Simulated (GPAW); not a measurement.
# BN (P6_3mc) in GPAW: further runs, part 2 of 2

GPAW 26.7.0.

**3. Relaxation of cell and atoms, PBEsol, target pressure 2 GPa, at which the enthalpy is minimised**

run.py

```python
from ase import Atoms
from ase.filters import FrechetCellFilter
from ase.io import write
from ase.optimize import BFGS
from ase.units import GPa
from gpaw import GPAW, PW, setup_paths

setup_paths.insert(0, '.')

atoms = Atoms(['N', 'N', 'B', 'B'],
              cell=[[2.5539396017, 0.0, 0.0],
                    [-1.2769698009, 2.2117765748, 0.0],
                    [0.0, 0.0, 4.226855]],
              scaled_positions=[[0.3333333333, 0.6666666667, 0.125276],
                                [0.6666666667, 0.3333333333, 0.625276],
                                [0.3333333333, 0.6666666667, 0.499724],
                                [0.6666666667, 0.3333333333, 0.999724]],
              pbc=True)

calc = GPAW(mode=PW(800),
            xc='PBEsol',
            kpts={'size': (9, 9, 5), 'gamma': True},
            occupations={'name': 'fermi-dirac', 'width': 0.05},
            nbands=18,
            convergence={'density': 1e-05, 'forces': 0.0001},
            maxiter=150,
            txt='gpaw.txt')
atoms.calc = calc
opt = BFGS(FrechetCellFilter(atoms, scalar_pressure=2 * GPa), trajectory='relax.traj', logfile='-')
done = opt.run(fmax=0.02, steps=60)
calc.write('gs.gpw')
write('result.traj', atoms)
print('Converged:', done)
print('Cell:', atoms.cell.cellpar().round(4))
print('Volume:', round(atoms.get_volume(), 4))
print(atoms.get_scaled_positions().round(5))
```

Potentials or basis: PAW data sets generated in the run's folder for this functional, pw.

On the command line:

```bash
gpaw-setup -f PBEsol B N
OMP_NUM_THREADS=1 python run.py
```

gpaw.txt:

```text
__  _  _
 | _ |_)|_||  |
 |__||  | ||/\| - 26.7.0

Input parameters:
  mode=PW(ecut=800.0),
  convergence={'density': 1e-05, 'forces': 0.0001},
  kpts=MonkhorstPack(size=(9, 9, 5), gamma=True),
  maxiter=150,
  nbands=18,
  occupations=Occupations(name='fermi-dirac', width=0.05),
  xc=XC(name='PBEsol')

Diagonalizing LCAO Hamiltonian
Converting LCAO to pw mode

          B

        B N

        N

Atoms  # Å, Bohr magnetons
|   | symbol |         x |        y |        z |    initial magnetic moments |
|---|--------|-----------|----------|----------|-----------------------------|
| 0 |      N | -0.000000 | 1.474518 | 0.529523 | ( 0.0000,  0.0000,  0.0000) |
| 1 |      N |  1.276970 | 0.737259 | 2.642951 | ( 0.0000,  0.0000,  0.0000) |
| 2 |      B | -0.000000 | 1.474518 | 2.112261 | ( 0.0000,  0.0000,  0.0000) |
| 3 |      B |  1.276970 | 0.737259 | 4.225688 | ( 0.0000,  0.0000,  0.0000) |

Unit cell  # Å
| periodic |         x |        y |        z |  lengths |     angles |
|----------|-----------|----------|----------|----------|------------|
|      yes |  2.553940 | 0.000000 | 0.000000 | 2.553940 |  90.000000 |
|      yes | -1.276970 | 2.211777 | 0.000000 | 2.553940 |  90.000000 |
|      yes |  0.000000 | 0.000000 | 4.226855 | 4.226855 | 120.000000 |

Number of symmetries: 6
Symmetry operations  # r_c * U_cc + t_c -> r_c
|   | kind |            matrix            |
|---|------|------------------------------|
| 0 |  σ   |  1, 1, 0,  0,-1, 0,  0, 0, 1 |
[... 400 lines left out ...]
  External:          0.000000
  Xc:              -38.348975
  Entropy:          -0.000000
  Spinorbit:         0.000000
  ----------------------------
  Free energy:     -36.841911
  Extrapolated:    -36.841911
[... 214 lines left out ...]
SCF iterations
|iter     | |      energy | eigst |  dens |force |
|---------|-|-------------|-------|-------|------|
|iter:   1| |  -36.857445 | -1.49 |       |      |
|iter:   2| |  -36.854356 | -4.39 | -1.91 |      |
|iter:   3| |  -36.843558 | -3.38 | -1.97 |      |
|iter:   4| |  -36.843511 | -5.15 | -2.74 |      |
|iter:   5| |  -36.843526c| -5.66 | -3.15 |      |
|iter:   6| |  -36.843529c| -6.95 | -3.95 |      |
|iter:   7| |  -36.843529c| -8.06c| -4.62 |      |
|iter:   8| |  -36.843529c| -9.36c| -5.76c|      |
|iter:   9| |  -36.843529c|-10.53c| -6.44c|-4.88c|

Converged in 9 steps
Energy contributions relative to reference atoms: (reference = -4283.654871)

Energy contributions:
  Kinetic:          36.328747
  Coulomb:         -34.119710
  Zero:              0.203205
  External:          0.000000
  Xc:              -39.255771
  Entropy:          -0.000000
  Spinorbit:         0.000000
  ----------------------------
  Free energy:     -36.843529
  Extrapolated:    -36.843529
[... 214 lines left out ...]
SCF iterations
|iter     | |      energy | eigst |  dens |force |
|---------|-|-------------|-------|-------|------|
|iter:   1| |  -36.843587 | -3.96 |       |      |
|iter:   2| |  -36.843597 | -6.60 | -3.01 |      |
|iter:   3| |  -36.843701c| -5.79 | -3.03 |      |
|iter:   4| |  -36.843711c| -7.41c| -3.66 |      |
|iter:   5| |  -36.843712c| -7.65c| -4.15 |      |
|iter:   6| |  -36.843712c| -8.07c| -4.56 |      |
|iter:   7| |  -36.843712c| -9.14c| -5.31c|      |
|iter:   8| |  -36.843712c| -9.98c| -6.19c|-4.79c|

Converged in 8 steps
Energy contributions relative to reference atoms: (reference = -4283.654871)

Energy contributions:
  Kinetic:          36.261217
  Coulomb:         -34.068601
  Zero:              0.203186
  External:          0.000000
  Xc:              -39.239513
  Entropy:           0.000000
  Spinorbit:         0.000000
  ----------------------------
  Free energy:     -36.843712
  Extrapolated:    -36.843712
[... 40 lines left out ...]
Forces  # eV/Ang
|        x |        y |        z |
|----------|----------|----------|
|  0.00000 |  0.00000 |  0.00658 |  # N    0
| -0.00000 | -0.00000 |  0.00659 |  # N    1
| -0.00000 |  0.00000 | -0.00640 |  # B    2
|  0.00000 |  0.00000 | -0.00640 |  # B    3

# Writing to gs.gpw (mode='')
```

It took 3.3 min on 1 thread of Intel Xeon at 2.50GHz (Skylake/Cascade Lake), shared host; peak memory 0.23 GiB.

Results:

```
Free energy                                            : -36.8437 eV
Relaxed volume                                         : 5.83 Å³/atom
Relaxed cell                                           : a = 2.534 Å, b = 2.534 Å, c = 4.192 Å, α = 90.00°, β = 90.00°, γ = 120.00°
Space group after relaxing (to 0.05 Å)                 : P6_3mc (No. 186)
Energy change on relaxing (the enthalpy is what falls) : -1.1 meV/atom
Ionic steps                                            : 4
Pressure after relaxing                                : 2.0 GPa
Largest force after relaxing                           : 0.007 eV/Å
Band gap on the k mesh                                 : 4.94 eV, indirect (least direct gap 8.26 eV)
```

Forces on the atoms (eV/Å):
```
N    0.000  0.000  0.007
N    0.000  0.000  0.007
B    0.000  0.000 -0.006
B    0.000  0.000 -0.006
```

Step by step:
| step | energy change (eV) | largest force (eV/Å) | pressure (GPa) | volume (Å³) |
| --- | --- | --- | --- | --- |
| 1 | 0.0000 | 0.0120 | -7.12 | 23.88 |
| 2 | -0.0028 | 0.0014 | -5.78 | 23.79 |
| 3 | -0.0044 | 0.0207 | 2.14 | 23.30 |
| 4 | -0.0046 | 0.0066 | 2.00 | 23.31 |

Final structure:
```
N B
1.0
     2.53407    0.00000    0.00000
    -1.26704    2.19457    0.00000
     0.00000    0.00000    4.19188
N B
2 2
Direct
  0.33333 0.66667 0.12528
  0.66667 0.33333 0.62528
  0.33333 0.66667 0.49973
  0.66667 0.33333 0.99973
```

Caveat: later steps reuse the first step's grids; an odd mesh through Γ misses points on the zone boundary, where band edges often lie.

**4. Relaxation of cell and atoms, PBEsol, target pressure 5 GPa, at which the enthalpy is minimised**

run.py, as its differences from that of step 3:

```diff
@@ -28,3 +28,3 @@
 atoms.calc = calc
-opt = BFGS(FrechetCellFilter(atoms, scalar_pressure=2 * GPa), trajectory='relax.traj', logfile='-')
+opt = BFGS(FrechetCellFilter(atoms, scalar_pressure=5 * GPa), trajectory='relax.traj', logfile='-')
 done = opt.run(fmax=0.02, steps=60)
```

On the command line:

```bash
gpaw-setup -f PBEsol B N
OMP_NUM_THREADS=1 python run.py
```

It took 3.2 min on 1 thread of Intel Xeon at 2.50GHz (Skylake/Cascade Lake), shared host; peak memory 0.22 GiB.

The run converged. Its results:

| Quantity | Value |
| --- | --- |
| Free energy | -36.8384 eV |
| Relaxed volume | 5.78 Å³/atom |
| Relaxed cell | a = 2.528 Å, b = 2.528 Å, c = 4.182 Å, α = 90.00°, β = 90.00°, γ = 120.00° |
| Space group after relaxing (to 0.05 Å) | P6_3mc (No. 186) |
| Energy change on relaxing (the enthalpy is what falls) | +0.2 meV/atom |
| Ionic steps | 4 |
| Pressure after relaxing | 5.0 GPa |
| Largest force after relaxing | 0.007 eV/Å |
| Band gap on the k mesh | 4.92 eV, indirect (least direct gap 8.29 eV) |

Forces in eV/Å, atoms in the order of the input:
```
N    0.000  0.000  0.007
N    0.000  0.000  0.007
B    0.000  0.000 -0.007
B    0.000  0.000 -0.007
```

The path:
```csv
step,energy change (eV),largest force (eV/Å),pressure (GPa),volume (Å³)
1,0.0000,0.0120,-7.12,23.88
2,-0.0036,0.0005,-5.33,23.76
3,0.0013,0.0225,5.23,23.13
4,0.0008,0.0069,4.99,23.14
```

Final structure:
```xyz
4
Lattice="2.5278 0.0000 0.0000 -1.2639 2.1891 0.0000 0.0000 0.0000 4.1815" Properties=species:S:1:pos:R:3 pbc="T T T"
N     0.0000    1.4594    0.5240
N     1.2639    0.7297    2.6147
B     0.0000    1.4594    2.0895
B     1.2639    0.7297    4.1803
```

Levels at points of the mesh, in eV from the valence-band top:
| k point | band 5 | band 6 | band 7 | band 8 | band 9 | band 10 | band 11 | band 12 |
| --- | --- | --- | --- | --- | --- | --- | --- | --- |
| (0.00, 0.00, 0.00) | -2.18 | -0.29 | 0.00 | 0.00 | 8.40 | 8.40 | 8.67 | 9.74 |

Caveat: later steps reuse the first step's grids; an odd mesh through Γ misses points on the zone boundary, where band edges often lie.

**5. Relaxation of cell and atoms, PBEsol, target pressure 10 GPa, at which the enthalpy is minimised**

run.py, as its differences from that of step 4:

```diff
@@ -28,3 +28,3 @@
 atoms.calc = calc
-opt = BFGS(FrechetCellFilter(atoms, scalar_pressure=5 * GPa), trajectory='relax.traj', logfile='-')
+opt = BFGS(FrechetCellFilter(atoms, scalar_pressure=10 * GPa), trajectory='relax.traj', logfile='-')
 done = opt.run(fmax=0.02, steps=60)
```

On the command line:

```bash
gpaw-setup -f PBEsol B N
OMP_NUM_THREADS=1 python run.py
```

It took 3.1 min on 1 thread of Intel Xeon at 2.50GHz (Skylake/Cascade Lake), shared host; peak memory 0.21 GiB.

It converged, with:

```
Free energy                                            : -36.8228 eV
Relaxed volume                                         : 5.72 Å³/atom
Relaxed cell                                           : a = 2.518 Å, b = 2.518 Å, c = 4.165 Å, α = 90.00°, β = 90.00°, γ = 120.00°
Space group after relaxing (to 0.05 Å)                 : P6_3mc (No. 186)
Energy change on relaxing (the enthalpy is what falls) : +4.1 meV/atom
Ionic steps                                            : 4
Pressure after relaxing                                : 10.0 GPa
Largest force after relaxing                           : 0.007 eV/Å
Band gap on the k mesh                                 : 4.90 eV, indirect (least direct gap 8.35 eV)
```

Forces in eV/Å, atoms in the order of the input:
```
N    0.000  0.000  0.007
N    0.000  0.000  0.007
B    0.000  0.000 -0.007
B    0.000  0.000 -0.007
```

Stress tensor (GPa, compression positive):
```
 9.94  0.00  0.00
 0.00  9.94  0.00
 0.00  0.00 10.08
```

Step by step:
| step | energy change (eV) | largest force (eV/Å) | pressure (GPa) | volume (Å³) |
| --- | --- | --- | --- | --- |
| 1 | 0.0000 | 0.0120 | -7.12 | 23.88 |
| 2 | -0.0046 | 0.0014 | -4.60 | 23.71 |
| 3 | 0.0184 | 0.0250 | 10.52 | 22.84 |
| 4 | 0.0163 | 0.0071 | 9.98 | 22.86 |

Final structure:
```
N B
1.0
     2.51769    0.00000    0.00000
    -1.25884    2.18038    0.00000
     0.00000    0.00000    4.16496
N B
2 2
Direct
  0.33333 0.66667 0.12535
  0.66667 0.33333 0.62535
  0.33333 0.66667 0.49966
  0.66667 0.33333 0.99966
```

Levels at points of the mesh, in eV from the valence-band top:
```tsv
k point	band 4	band 5	band 6	band 7	band 8	band 9	band 10	band 11	band 12	band 13
(0.00, 0.00, 0.00)	-2.21	-2.21	-0.30	0.00	0.00	8.44	8.44	8.73	9.89	11.21
```

Caveat: later steps reuse the first step's grids; an odd mesh through Γ misses points on the zone boundary, where band edges often lie.

**6. Summary**

```csv
cell,target pressure,gap on the mesh (eV),pressure (GPa),largest force (eV/Å)
relaxed,-,4.96,0.1,0.02
relaxed to 2 GPa,2 GPa,4.94,2.0,0.01
relaxed to 5 GPa,5 GPa,4.92,5.0,0.01
relaxed to 10 GPa,10 GPa,4.90,10.0,0.01
```

Alike in all rows: task relaxation of cell and atoms; level PBEsol; potentials or basis PAW data sets generated in the run's folder for this functional, pw; no spin polarisation; k mesh 9 × 9 × 5; cutoff (eV) 800; smearing fermi-dirac 0.05 eV.

Caveats: later steps reuse the first step's grids; an odd mesh through Γ misses points on the zone boundary, where band edges often lie.

Total energies depend on the potentials used, so only differences within one code and one set of settings carry meaning.
